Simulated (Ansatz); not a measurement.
Convergence of KCl

```xyz
2
Lattice="3.6340 0.0000 0.0000 0.0000 3.6340 0.0000 0.0000 0.0000 3.6340" Properties=species:S:1:pos:R:3 pbc="T T T"
K     0.0000    0.0000    0.0000
Cl    1.8170    1.8170    1.8170
```

Atoms are numbered in the order listed.

The cell is COD entry 1000050, as deposited and not checked against the literature; nothing was relaxed.

All numbers below come from DFT, PBE, all-electron LAPW, scalar-relativistic (Ansatz 0.2.0).

Settings: a Γ-centred 7×7×7 k mesh, Fermi–Dirac smearing of 0.01 eV, basis error target 1 meV/atom, no spin polarisation. One setting is then changed at a time.

| basis error target (meV/atom) | free energy less the base's (meV/atom) | P (GPa) | gap on the mesh (eV) | cutoff chosen (eV) |
| --- | --- | --- | --- | --- |
| 1 (base) | 0.0 | 4.46 | 5.613 | 139 |
| 3 | 0.5 | 4.47 | 5.613 | 122 |
| 10 | ? | 4.47 | 5.613 | 104 |
| 30 | ? | 4.50 | 5.613 | 88 |
| 0.1 | -0.2 | 4.46 | 5.613 | 179 |

Fill in "free energy less the base's (meV/atom)" for the row "30".

6.9.

Give the missing entry: row "10", column "free energy less the base's (meV/atom)".

2.2.
